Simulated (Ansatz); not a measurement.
A relaxation computed with Ansatz, from input to last step.

```yaml
crystal:
  lattice:
    - [4.4197127236, 0.0, 0.0]
    - [0.0, 4.4197127236, 0.0]
    - [0.0, 0.0, 4.4197127236]
  atoms:
    - { symbol: Si, position: [0.8469210527, 0.8469210527, 0.8469210527] }
    - { symbol: Si, position: [0.6530789473, 0.1530789473, 0.3469210527] }
    - { symbol: Si, position: [0.3469210527, 0.6530789473, 0.1530789473] }
    - { symbol: Si, position: [0.1530789473, 0.3469210527, 0.6530789473] }
    - { symbol: Ni, position: [0.1487251979, 0.1487251979, 0.1487251979] }
    - { symbol: Ni, position: [0.3512748021, 0.8512748021, 0.6487251979] }
    - { symbol: Ni, position: [0.6487251979, 0.3512748021, 0.8512748021] }
    - { symbol: Ni, position: [0.8512748021, 0.6487251979, 0.3512748021] }
basis:
  ecutwfc: 500
kpoints:
  mp_grid: { grid: [8, 8, 8] }
hamiltonian:
  xc: r2scan
scf:
  occupations: { method: gaussian, width: 0.1 }
output:
  forces: true
  stress: true
  eigenvalues: true
  write_density: true
  write_potential: true
  elf: true
  volumetric_format: npy
relax:
  adjacent_minimum: "off"
  f_tol: 0.01
  max_steps: 30
```

```bash
ansatz run input.yaml --threads 2 --pin off --max-ram 5120MiB --backend cpu --events-out ev --progress --plain --runs-dir out
```

These are results of DFT r2SCAN, scalar-relativistic, plane waves, PAW (Ansatz 0.2.0), not measurements.

The volume is held at 0.97 times that of the relaxed cell.

Of 3 frames 3 are shown, positions in Å and forces in eV/Å; the SCF threshold varies from step to step. Spin polarisation was left out; whether the Ni atoms would carry moments isn't shown by this run.

```xyz
8
Lattice="4.4197 0.0000 0.0000 0.0000 4.4197 0.0000 0.0000 0.0000 4.4197" Properties=species:S:1:pos:R:3:forces:R:3 pbc="T T T" step=1 free_energy_over_end_meV_per_atom=0.04
Si    3.7431    3.7431    3.7431    0.0088    0.0088    0.0088
Si    2.8864    0.6766    1.5333   -0.0088   -0.0088    0.0088
Si    1.5333    2.8864    0.6766    0.0088   -0.0088   -0.0088
Si    0.6766    1.5333    2.8864   -0.0088    0.0088   -0.0088
Ni    0.6573    0.6573    0.6573    0.0173    0.0173    0.0173
Ni    1.5525    3.7624    2.8672   -0.0173   -0.0173    0.0173
Ni    2.8672    1.5525    3.7624    0.0173   -0.0173   -0.0173
Ni    3.7624    2.8672    1.5525   -0.0173    0.0173   -0.0173
8
Lattice="4.4197 0.0000 0.0000 0.0000 4.4197 0.0000 0.0000 0.0000 4.4197" Properties=species:S:1:pos:R:3:forces:R:3 pbc="T T T" step=2 free_energy_over_end_meV_per_atom=0.03
Si    3.7433    3.7433    3.7433    0.0067    0.0067    0.0067
Si    2.8862    0.6764    1.5335   -0.0067   -0.0067    0.0067
Si    1.5335    2.8862    0.6764    0.0067   -0.0067   -0.0067
Si    0.6764    1.5335    2.8862   -0.0067    0.0067   -0.0067
Ni    0.6578    0.6578    0.6578    0.0143    0.0143    0.0143
Ni    1.5521    3.7619    2.8676   -0.0143   -0.0143    0.0143
Ni    2.8676    1.5521    3.7619    0.0143   -0.0143   -0.0143
Ni    3.7619    2.8676    1.5521   -0.0143    0.0143   -0.0143
8
Lattice="4.4197 0.0000 0.0000 0.0000 4.4197 0.0000 0.0000 0.0000 4.4197" Properties=species:S:1:pos:R:3:forces:R:3 pbc="T T T" step=3 free_energy_over_end_meV_per_atom=0.00
Si    3.7438    3.7438    3.7438    0.0023    0.0023    0.0023
Si    2.8857    0.6759    1.5340   -0.0023   -0.0023    0.0023
Si    1.5340    2.8857    0.6759    0.0023   -0.0023   -0.0023
Si    0.6759    1.5340    2.8857   -0.0023    0.0023   -0.0023
Ni    0.6600    0.6600    0.6600   -0.0008   -0.0008   -0.0008
Ni    1.5498    3.7597    2.8699    0.0008    0.0008   -0.0008
Ni    2.8699    1.5498    3.7597   -0.0008    0.0008    0.0008
Ni    3.7597    2.8699    1.5498    0.0008   -0.0008    0.0008
```

It took 110 s on 2 threads of Arm Neoverse V2 (shared host), peak memory 0.68 GiB.